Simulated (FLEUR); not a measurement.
Input of a FLEUR MaX-R8.1 (later development tree) run:

File inp.xml:

```xml
<?xml version="1.0" encoding="UTF-8" standalone="no"?>
<fleurInput fleurInputVersion="0.39">
   <comment>
      Sn                                                                                                  
   </comment>
   <calculationSetup>
      <cutoffs Kmax="4.1" Gmax="12.7" GmaxXC="12.7" numbands="0"/>
      <scfLoop itmax="60" minDistance="0.00001" maxIterBroyd="15" imix="Anderson" alpha="0.05" precondParam="0.0" spinf="2.0" sdNocoIR="T"/>
      <coreElectrons ctail="T" frcor="F" kcrel="0" coretail_lmax="0"/>
      <xcFunctional name="PBEs" relativisticCorrections="F"/>
      <magnetism jspins="1"/>
      <soc l_soc="F" theta="0.0" phi="0.0" spav="F"/>
      <expertModes spex="0" secvar="F"/>
      <geometryOptimization l_f="F" forcealpha="1.0" forcemix="BFGS" epsdisp="0.00001" epsforce="0.00001"/>
      <ldaU l_linMix="F" mixParam="0.05" spinf="1.0"/>
   </calculationSetup>
   <cell>
      <bzIntegration valenceElectrons="44.0" mode="hist" fermiSmearingEnergy="0.00183747">
         <kPointListSelection listName="default-1"/>
         <!-- k-points included here -->
         <xi:include xmlns:xi="http://www.w3.org/2001/XInclude" href="kpts.xml"> </xi:include>
      </bzIntegration>
      <!-- symmetry operations included here -->
      <xi:include xmlns:xi="http://www.w3.org/2001/XInclude" href="sym.xml"> </xi:include>
      <bulkLattice scale="1.0">
         <bravaisMatrix>
            <row-1>    0.0000000000000000     6.1101323589473129     6.1101323589473129</row-1>
            <row-2>    6.1101323589473129     0.0000000000000000     6.1101323589473129</row-2>
            <row-3>    6.1101323589473129     6.1101323589473129     0.0000000000000000</row-3>
         </bravaisMatrix>
      </bulkLattice>
   </cell>
   <atomSpecies>
      <species name="Tin (Sn)" element="Sn" atomicNumber="50">
         <mtSphere radius="2.45" gridPoints="811" logIncrement="0.016"/>
         <atomicCutoffs lmax="10" lnonsphr="8"/>
         <electronConfig flipSpins="F">
            <coreConfig>(1s1/2) (2s1/2) (2p1/2) (2p3/2) (3s1/2) (3p1/2) (3p3/2) (3d3/2) (3d5/2)</coreConfig>
            <valenceConfig>(4s1/2) (4p1/2) (4p3/2) (5s1/2) (4d3/2) (4d5/2) (5p1/2) (5p3/2)</valenceConfig>
            <stateOccupation state="(5p1/2)" spinUp="0.333333" spinDown="0.333333"/>
            <stateOccupation state="(5p3/2)" spinUp="0.666667" spinDown="0.666667"/>
         </electronConfig>
         <energyParameters s="5" p="5" d="4" f="4"/>
         <lo type="SCLO" l="0" n="4" eDeriv="0"/>
         <lo type="SCLO" l="1" n="4" eDeriv="0"/>
         <lo type="SCLO" l="1" n="4" eDeriv="1"/>
         <lo type="SCLO" l="2" n="4" eDeriv="2"/>
         <lo type="SCLO" l="3" n="4" eDeriv="2"/>
      </species>
   </atomSpecies>
   <atomGroups>
      <atomGroup species="Tin (Sn)">
         <relPos label="                   1">-3.000/8.000 -3.000/8.000 -3.000/8.000</relPos>
         <relPos label="                   2">3.000/8.000 3.000/8.000 3.000/8.000</relPos>
         <force calculate="T" relaxXYZ="TTT"/>
      </atomGroup>
   </atomGroups>
   <output dos="F" band="F" slice="F">
      <checks vchk="F" cdinf="F"/>
      <bandDOS minEnergy="-.5*Htr" maxEnergy="0.5*Htr" sigma="0.015" storeEVData="T"/>
      <vacuumDOS vacdos="F" integ="F" star="F" nstars="0" locx1="0.0" locy1="0.0" locx2="0.0" locy2="0.0" nstm="0" tworkf="0.0"/>
      <unfoldingBand unfoldBand="F" supercellX="1" supercellY="1" supercellZ="1"/>
      <plotting iplot="0" polar="F">
         <plot TwoD="T" vec1="  1.0  0.0  0.0" vec2="  0.0  1.0  0.0" vec3="  0.0  0.0  1.0" zero="  0.0  0.0  0.0" file="plot"/>
      </plotting>
      <chargeDensitySlicing numkpt="0" minEigenval="0.0" maxEigenval="0.0" nnne="0" pallst="F"/>
      <specialOutput eonly="F"/>
      <moessbauerParams electricFieldGradient="T" isomerShift="T" coreHyperfine="T" valenceHyperfine="T"/>
      <magneticCircularDichroism mcd="F" energyLo="-10.0" energyUp="0.0"/>
   </output>
  <!-- We include the file relax.xml here to enable relaxations (see documentation) -->
  <xi:include xmlns:xi="http://www.w3.org/2001/XInclude" href="relax.xml"> <xi:fallback/> </xi:include>
</fleurInput>
```

Contents of crystal.txt:

```
Sn
&input cartesian=F /
0.0000000000  3.2333428000  3.2333428000
3.2333428000  0.0000000000  3.2333428000
3.2333428000  3.2333428000  0.0000000000
1.8897261246
1.0 1.0 1.0

2
50 0.7500000000  0.7500000000  0.7500000000
50 0.5000000000  0.5000000000  0.5000000000

&kpt div1=7 div2=7 div3=7 gamma=T /
```

inp.xml (bands)

```
<?xml version="1.0" encoding="UTF-8" standalone="no"?>
<fleurInput fleurInputVersion="0.39">
   <comment>
      Sn                                                                                                  
   </comment>
   <calculationSetup>
      <cutoffs Kmax="4.1" Gmax="12.7" GmaxXC="12.7" numbands="0"/>
      <scfLoop itmax="60" minDistance="0.00001" maxIterBroyd="15" imix="Anderson" alpha="0.05" precondParam="0.0" spinf="2.0" sdNocoIR="T"/>
      <coreElectrons ctail="T" frcor="F" kcrel="0" coretail_lmax="0"/>
      <xcFunctional name="PBEs" relativisticCorrections="F"/>
      <magnetism jspins="1"/>
      <soc l_soc="F" theta="0.0" phi="0.0" spav="F"/>
      <expertModes spex="0" secvar="F"/>
      <geometryOptimization l_f="F" forcealpha="1.0" forcemix="BFGS" epsdisp="0.00001" epsforce="0.00001"/>
      <ldaU l_linMix="F" mixParam="0.05" spinf="1.0"/>
   </calculationSetup>
   <cell>
      <bzIntegration valenceElectrons="44.0" mode="hist" fermiSmearingEnergy="0.00183747">
         <kPointListSelection listName="path-1"/>
         <!-- k-points included here -->
         <xi:include xmlns:xi="http://www.w3.org/2001/XInclude" href="kpts.xml"> </xi:include>
      </bzIntegration>
      <!-- symmetry operations included here -->
      <xi:include xmlns:xi="http://www.w3.org/2001/XInclude" href="sym.xml"> </xi:include>
      <bulkLattice scale="1.0">
         <bravaisMatrix>
            <row-1>    0.0000000000000000     6.1101323589473129     6.1101323589473129</row-1>
            <row-2>    6.1101323589473129     0.0000000000000000     6.1101323589473129</row-2>
            <row-3>    6.1101323589473129     6.1101323589473129     0.0000000000000000</row-3>
         </bravaisMatrix>
      </bulkLattice>
   </cell>
   <atomSpecies>
      <species name="Tin (Sn)" element="Sn" atomicNumber="50">
         <mtSphere radius="2.45" gridPoints="811" logIncrement="0.016"/>
         <atomicCutoffs lmax="10" lnonsphr="8"/>
         <electronConfig flipSpins="F">
            <coreConfig>(1s1/2) (2s1/2) (2p1/2) (2p3/2) (3s1/2) (3p1/2) (3p3/2) (3d3/2) (3d5/2)</coreConfig>
            <valenceConfig>(4s1/2) (4p1/2) (4p3/2) (5s1/2) (4d3/2) (4d5/2) (5p1/2) (5p3/2)</valenceConfig>
            <stateOccupation state="(5p1/2)" spinUp="0.333333" spinDown="0.333333"/>
            <stateOccupation state="(5p3/2)" spinUp="0.666667" spinDown="0.666667"/>
         </electronConfig>
         <energyParameters s="5" p="5" d="4" f="4"/>
         <lo type="SCLO" l="0" n="4" eDeriv="0"/>
         <lo type="SCLO" l="1" n="4" eDeriv="0"/>
         <lo type="SCLO" l="1" n="4" eDeriv="1"/>
         <lo type="SCLO" l="2" n="4" eDeriv="2"/>
         <lo type="SCLO" l="3" n="4" eDeriv="2"/>
      </species>
   </atomSpecies>
   <atomGroups>
      <atomGroup species="Tin (Sn)">
         <relPos label="                   1">-3.000/8.000 -3.000/8.000 -3.000/8.000</relPos>
         <relPos label="                   2">3.000/8.000 3.000/8.000 3.000/8.000</relPos>
         <force calculate="T" relaxXYZ="TTT"/>
      </atomGroup>
   </atomGroups>
   <output dos="F" band="T" slice="F">
      <checks vchk="F" cdinf="F"/>
      <bandDOS minEnergy="-.5*Htr" maxEnergy="0.5*Htr" sigma="0.015" storeEVData="T"/>
      <vacuumDOS vacdos="F" integ="F" star="F" nstars="0" locx1="0.0" locy1="0.0" locx2="0.0" locy2="0.0" nstm="0" tworkf="0.0"/>
      <unfoldingBand unfoldBand="F" supercellX="1" supercellY="1" supercellZ="1"/>
      <plotting iplot="0" polar="F">
         <plot TwoD="T" vec1="  1.0  0.0  0.0" vec2="  0.0  1.0  0.0" vec3="  0.0  0.0  1.0" zero="  0.0  0.0  0.0" file="plot"/>
      </plotting>
      <chargeDensitySlicing numkpt="0" minEigenval="0.0" maxEigenval="0.0" nnne="0" pallst="F"/>
      <specialOutput eonly="F"/>
      <moessbauerParams electricFieldGradient="T" isomerShift="T" coreHyperfine="T" valenceHyperfine="T"/>
      <magneticCircularDichroism mcd="F" energyLo="-10.0" energyUp="0.0"/>
   </output>
  <!-- We include the file relax.xml here to enable relaxations (see documentation) -->
  <xi:include xmlns:xi="http://www.w3.org/2001/XInclude" href="relax.xml"> <xi:fallback/> </xi:include>
</fleurInput>
```

Potentials or basis: all-electron, FLAPW.

Command:

```console
$ inpgen -f crystal.txt -profile fastHighL
$ # inp.xml edited to the form shown
$ fleur_MPI
$ fleur_MPI   # second run, on inp.xml (bands)
```

**Question.** Predict the band gap along the path.

**Answer.** None (metal or under the smearing width).

Core levels (eV from the Fermi level):
```tsv
atom	levels
1 Sn	1s1/2 -28976.0, 2s1/2 -4369.6, 2p1/2 -4081.9, 2p3/2 -3851.4, 3s1/2 -839.5, 3p1/2 -722.6, 3p3/2 -680.5, 3d3/2 -473.7, 3d5/2 -465.0
2 Sn	1s1/2 -28976.0, 2s1/2 -4369.6, 2p1/2 -4081.9, 2p3/2 -3851.4, 3s1/2 -839.5, 3p1/2 -722.6, 3p3/2 -680.5, 3d3/2 -473.7, 3d5/2 -465.0
```

Caveat: spin-orbit coupling is left out, which moves the levels of the heavy elements.
